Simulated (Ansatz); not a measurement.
# Ba (Im-3m) in Ansatz: notebook

Runs on Ba. Level: PBEsol. Tasks: single point.

All numbers are computed with Ansatz 0.2.0; they aren't measurements. Logs are shortened: lines on timing, memory, paths and dates and some standing lists are left out, and cuts for length are marked.

## (1) The structure

It takes space group Im-3m (No. 229, cubic). Conventional cell: a = 5.013 Å, b = 5.013 Å, c = 5.013 Å, α = 90.00°, β = 90.00°, γ = 90.00°. Around Ba (site symmetry m-3m) lie 8 Ba at 4.34 Å.

## (2) Single point, PBEsol, 59.21 Å³/atom (volume scaled by 0.94)

The input, input.yaml:

```yaml
crystal:
  lattice:
    - [-2.4553325815, 2.4553325815, 2.4553325815]
    - [2.4553325815, -2.4553325815, 2.4553325815]
    - [2.4553325815, 2.4553325815, -2.4553325815]
  atoms:
    - { symbol: Ba, position: [0.0, 0.0, 0.0] }
kpoints:
  mp_grid: { grid: [8, 8, 8] }
scf:
  occupations: { method: fermi_dirac, width: 0.05 }
hamiltonian:
  xc: pbesol
  pseudopotentials: { kind: all_electron, lapw: { basis_error: 0.0005 } }
output:
  forces: true
  stress: true
  eigenvalues: true
```

Potentials or basis: all-electron LAPW, scalar-relativistic.

Launch:

```
$ ansatz run input.yaml --threads 1 --pin off --max-ram 3072MiB --backend cpu --events-out ev --progress --plain --runs-dir out
```

What it wrote:

```text
Warning: RAYON_NUM_THREADS=1 ignored (pool sized by the plan → 1); use --threads N
LAPW: plane waves up to 4.724 Å⁻¹, error target 5.0e-4 eV per atom; small_component_spin mean_spin; Ba in spheres of 2.126 Å, 20 of its electrons in bands, Dirac shells [] (how accurate: hamiltonian.pseudopotentials.lapw.basis_error, Limitations)
Engine: ansatz 0.2.0, x86_64-unknown-linux-gnu
Pseudopotentials: kind: all_electron
Pseudopotential: Ba, LAPW, valence charge 20, lapw/all_electron/scalar/gaussian/Ba, Koelling and Harmon's equation, gaussian nucleus
Functional definition: PBEsol
  exchange = pbesol_x
  correlation = pbesol_c
Crystal: 1 atoms, lattice volume = 59.209 Å³
Basis set: ecut = 85.0190690217727 eV, 87 PW (Γ), exchange–correlation at level 2
Bands: 14, of which v1, the nominal top of the filled ones, is band 10 counted from 1 (9 counted from 0)
Symmetry: 48 space group operations
Space group: Im-3m (ITA 229), of the structure as read, at distance tolerance 3.9e-5 Å
k-points: 29 of 512
Non-local potential: Ba, projectors of the file, none
Initial density: superposition of atomic densities (chi_scale 0.1, normalization cell)
Initial wavefunctions: plane waves of lowest kinetic energy (no species holds an atomic orbital)
Functional: x = pbesol(κ = 0.804, μ = 0.12345679012345678), c = pbesol(β = 0.046)
iter 1 solved again at ethr=1.88e-5 eV; its pass at ethr=1.00e-1 eV (dr2=3.75e-3 eV) is discarded
SCF iter   1: F=—  HF=-221285.385866 eV  |F-HF|=—  |Δ(HF+E_count)|=         —  Δρ=2.21e-3  dr2=3.78e-3  ethr=1.88e-5  ⟨swp⟩=6.4  Hψ=3232  notcnv=0
preconditioner: auto → none  [insulator: Δε(μ)=0.241 eV  Ē_g=2.882 eV  σ=0.050 eV  W_gap=0.79  n_scr=12 (ndim 8)  ℏωp=6.8 eV  f_vac=0.000  D(μ)=0.78/eV (n_scr^D=0)  ε∞_Penn≈6.6]
SCF iter   2: F=—  HF=-221285.387671 eV  |F-HF|=—  |Δ(HF+E_count)|=   1.81e-3  Δρ=1.17e-3  dr2=1.06e-3  ethr=1.88e-5  ⟨swp⟩=2.0  Hψ=1340  notcnv=0
iter 3 solved again at ethr=9.74e-8 eV; its pass at ethr=5.31e-6 eV (dr2=1.95e-5 eV) is discarded
SCF iter   3: F=—  HF=-221285.388841 eV  |F-HF|=—  |Δ(HF+E_count)|=   1.17e-3  Δρ=1.46e-4  dr2=1.94e-5  ethr=9.74e-8  ⟨swp⟩=2.1  Hψ=2184  notcnv=0
SCF iter   4: F=—  HF=-221285.388817 eV  |F-HF|=—  |Δ(HF+E_count)|=   2.37e-5  Δρ=2.31e-5  dr2=5.22e-7  ethr=9.68e-8  ⟨swp⟩=2.0  Hψ=1340  notcnv=0
SCF iter   5: F=-221285.388817 eV  HF=-221285.388817 eV  |F-HF|=1.25e-9  |Δ(HF+E_count)|=   2.14e-7  Δρ=5.52e-7  dr2=3.19e-10  ethr=2.61e-9  ⟨swp⟩=2.7  Hψ=1362  notcnv=0
SCF 1 converged in 5 iterations: F = -221285.388817 eV  dr2 = 3.19e-10
SCF converged after 5 iterations
Free energy (F): -221285.388817 eV
Harris-Foulkes:  -221285.388817 eV  (|F-HF|=1.25e-9)
Internal energy: -221285.381512 eV  (E = F + TS)
E sigma→0 (E₀):  -221285.385165 eV
Entropy (-TS):   -0.007305 eV (-7.305 meV/atom)
Fermi energy:    8.121536 eV
--- Per-component energies (eV) ---
  E_band       = -824.077798
  E_kinetic    = 235765.855659
  E_xc         = -5304.726971
  E_electrostatic = -451746.510200  (all electrons and nuclei)
  E_smearing   = -0.007305  (= −TS)
  E_closure    = 0.000000  (closes the sum)
  E_atoms      = -221283.258438  (free atoms, spherical and without spin; not in F)
  Σ components = -221285.388817   (vs F -221285.388817, Δ=0.00e0)
  Basis errors (estimates in eV, not in F): energy 1.7e-4 per atom: plane waves 1.5e-4 (7.6e-5 summed), levels above the bands 1.4e-30, relativity 3.4e-9, radial functions 2.2e-5, core shells 6.0e-7; eigenvalues (radial functions only) 5.4e-7; not estimated: angular momenta, meshes, grids; target (lapw.basis_error) 5.0e-4; muffin-tin radii Ba 2.126 Å
--- Forces (eV/Å), atoms counted from 1 ---
  atom   1  Ba    -0.00000000    -0.00000000     0.00000000
  max |Σ_I F_I| component: 2.18e-31 eV/Å
--- Stress (GPa, compression-positive) ---
       -0.201020      -0.000000      -0.000000
       -0.000000      -0.201020       0.000000
       -0.000000       0.000000      -0.201020
  P = ⅓ Tr σ = -0.2010 GPa (-2.010 kbar)
--- Band table (eV; the first three rows and the last of 29) ---
  k-point 0: bands = ["-76.3513", "-76.3513", "-76.3513", "-76.3455", "-76.3455", "-20.5916", "-5.4783", "-5.4783", "-5.4783", "5.3668", "10.0458", "10.0458", "10.0458", "11.5668"]
  k-point 1: bands = ["-76.3513", "-76.3513", "-76.3513", "-76.3455", "-76.3455", "-20.5833", "-5.5680", "-5.5056", "-5.4790", "5.6758", "9.7911", "9.8598", "10.3469", "11.2005"]
  k-point 2: bands = ["-76.3513", "-76.3513", "-76.3513", "-76.3455", "-76.3455", "-20.5631", "-5.7745", "-5.5702", "-5.4807", "6.4371", "9.3207", "9.3207", "11.2089", "11.2688"]
  k-point 28: bands = ["-76.3513", "-76.3513", "-76.3513", "-76.3455", "-76.3455", "-20.4925", "-5.8690", "-5.8690", "-5.8690", "7.5364", "7.5364", "12.3966", "12.3966", "12.3966"]
```

Wall time 2.4 s (1 thread of Intel Xeon Platinum 8375C at 2.90GHz (Ice Lake), shared host); peak memory 0.24 GiB.

Results:

```yaml
Free_energy: -221285.3888 eV
Pressure: -0.2 GPa
Band_gap_on_the_k_mesh: none (metal or under the smearing width)
```

## (3) Single point, PBEsol, 60.47 Å³/atom (volume scaled by 0.96)

input.yaml: that of step 2 with these lines changed.

```diff
@@ -2,5 +2,5 @@
   lattice:
-    - [-2.4553325815, 2.4553325815, 2.4553325815]
-    - [2.4553325815, -2.4553325815, 2.4553325815]
-    - [2.4553325815, 2.4553325815, -2.4553325815]
+    - [-2.4726242257, 2.4726242257, 2.4726242257]
+    - [2.4726242257, -2.4726242257, 2.4726242257]
+    - [2.4726242257, 2.4726242257, -2.4726242257]
   atoms:
```

Potentials or basis: all-electron LAPW, scalar-relativistic.

Launch:

```
$ ansatz run input.yaml --threads 1 --pin off --max-ram 3072MiB --backend cpu --events-out ev --progress --plain --runs-dir out
```

Run time: 2.5 s. Hardware: 1 thread of Intel Xeon Platinum 8375C at 2.90GHz (Ice Lake), shared host; peak memory 0.24 GiB.

The run converged. Its results:

- Free energy: -221285.3865 eV
- Pressure: -0.4 GPa
- Band gap on the k mesh: none (metal or under the smearing width)

## (4) Single point, PBEsol, 61.73 Å³/atom (volume scaled by 0.98)

input.yaml: that of step 3 with these lines changed.

```diff
@@ -2,5 +2,5 @@
   lattice:
-    - [-2.4726242257, 2.4726242257, 2.4726242257]
-    - [2.4726242257, -2.4726242257, 2.4726242257]
-    - [2.4726242257, 2.4726242257, -2.4726242257]
+    - [-2.4896773455, 2.4896773455, 2.4896773455]
+    - [2.4896773455, -2.4896773455, 2.4896773455]
+    - [2.4896773455, 2.4896773455, -2.4896773455]
   atoms:
```

Launch:

```
$ ansatz run input.yaml --threads 1 --pin off --max-ram 3072MiB --backend cpu --events-out ev --progress --plain --runs-dir out
```

Wall time 2.3 s (1 thread of Intel Xeon Platinum 8375C at 2.90GHz (Ice Lake), shared host); peak memory 0.24 GiB.

The run converged. Its results:

```
Free energy            : -221285.3828 eV
Pressure               : -0.6 GPa
Band gap on the k mesh : none (metal or under the smearing width)
```

## (5) Single point, PBEsol, 62.99 Å³/atom

input.yaml: that of step 4 with these lines changed.

```diff
@@ -2,5 +2,5 @@
   lattice:
-    - [-2.4896773455, 2.4896773455, 2.4896773455]
-    - [2.4896773455, -2.4896773455, 2.4896773455]
-    - [2.4896773455, 2.4896773455, -2.4896773455]
+    - [-2.5065, 2.5065, 2.5065]
+    - [2.5065, -2.5065, 2.5065]
+    - [2.5065, 2.5065, -2.5065]
   atoms:
```

Launch:

```
$ ansatz run input.yaml --threads 1 --pin off --max-ram 3072MiB --backend cpu --events-out ev --progress --plain --runs-dir out
```

It took 4 s on 1 thread of Intel Xeon Platinum 8375C at 2.90GHz (Ice Lake), shared host; peak memory 0.23 GiB.

Results (log left out):

```yaml
Free_energy: -221285.3778 eV
Pressure: -0.7 GPa
Band_gap_on_the_k_mesh: none (metal or under the smearing width)
```

## (6) Single point, PBEsol, 64.25 Å³/atom (volume scaled by 1.02)

input.yaml: that of step 5 with these lines changed.

```diff
@@ -2,5 +2,5 @@
   lattice:
-    - [-2.5065, 2.5065, 2.5065]
-    - [2.5065, -2.5065, 2.5065]
-    - [2.5065, 2.5065, -2.5065]
+    - [-2.5230998215, 2.5230998215, 2.5230998215]
+    - [2.5230998215, -2.5230998215, 2.5230998215]
+    - [2.5230998215, 2.5230998215, -2.5230998215]
   atoms:
```

Potentials or basis: all-electron LAPW, scalar-relativistic.

Launch:

```
$ ansatz run input.yaml --threads 1 --pin off --max-ram 3072MiB --backend cpu --events-out ev --progress --plain --runs-dir out
```

Run time: 2.8 s. Hardware: 1 thread of Intel Xeon Platinum 8375C at 2.90GHz (Ice Lake), shared host; peak memory 0.23 GiB.

It converged, with:

| Quantity | Value |
| --- | --- |
| Free energy | -221285.3716 eV |
| Pressure | -0.9 GPa |
| Band gap on the k mesh | none (metal or under the smearing width) |

## (7) Single point, PBEsol, 65.51 Å³/atom (volume scaled by 1.04)

input.yaml: that of step 6 with these lines changed.

```diff
@@ -2,5 +2,5 @@
   lattice:
-    - [-2.5230998215, 2.5230998215, 2.5230998215]
-    - [2.5230998215, -2.5230998215, 2.5230998215]
-    - [2.5230998215, 2.5230998215, -2.5230998215]
+    - [-2.5394840457, 2.5394840457, 2.5394840457]
+    - [2.5394840457, -2.5394840457, 2.5394840457]
+    - [2.5394840457, 2.5394840457, -2.5394840457]
   atoms:
```

Launch:

```
$ ansatz run input.yaml --threads 1 --pin off --max-ram 3072MiB --backend cpu --events-out ev --progress --plain --runs-dir out
```

Run time: 2.4 s. Hardware: 1 thread of Intel Xeon Platinum 8375C at 2.90GHz (Ice Lake), shared host; peak memory 0.24 GiB.

The run converged. Its results:

```yaml
Free_energy: -221285.3644 eV
Pressure: -1.0 GPa
Band_gap_on_the_k_mesh: none (metal or under the smearing width)
```

## (8) Single point, PBEsol, 66.77 Å³/atom (volume scaled by 1.06)

input.yaml: that of step 7 with these lines changed.

```diff
@@ -2,5 +2,5 @@
   lattice:
-    - [-2.5394840457, 2.5394840457, 2.5394840457]
-    - [2.5394840457, -2.5394840457, 2.5394840457]
-    - [2.5394840457, 2.5394840457, -2.5394840457]
+    - [-2.5556595394, 2.5556595394, 2.5556595394]
+    - [2.5556595394, -2.5556595394, 2.5556595394]
+    - [2.5556595394, 2.5556595394, -2.5556595394]
   atoms:
```

Launch:

```
$ ansatz run input.yaml --threads 1 --pin off --max-ram 3072MiB --backend cpu --events-out ev --progress --plain --runs-dir out
```

It took 2.6 s on 1 thread of Intel Xeon Platinum 8375C at 2.90GHz (Ice Lake), shared host; peak memory 0.24 GiB.

The run converged. Its results:

- Free energy: -221285.3563 eV
- Pressure: -1.1 GPa
- Band gap on the k mesh: none (metal or under the smearing width)

## (9) For comparison

An earlier run on the cell as given: functional PBEsol; potentials or basis all-electron LAPW, scalar-relativistic; cutoff 74 eV (chosen from the basis error); basis error allowed 0.001 eV/atom; k mesh 8 × 8 × 8; occupations fermi-dirac, width 0.05 eV; no spin polarisation.

- Pressure: -0.7 GPa
- Band gap on the k mesh: none (metal or under the smearing width)
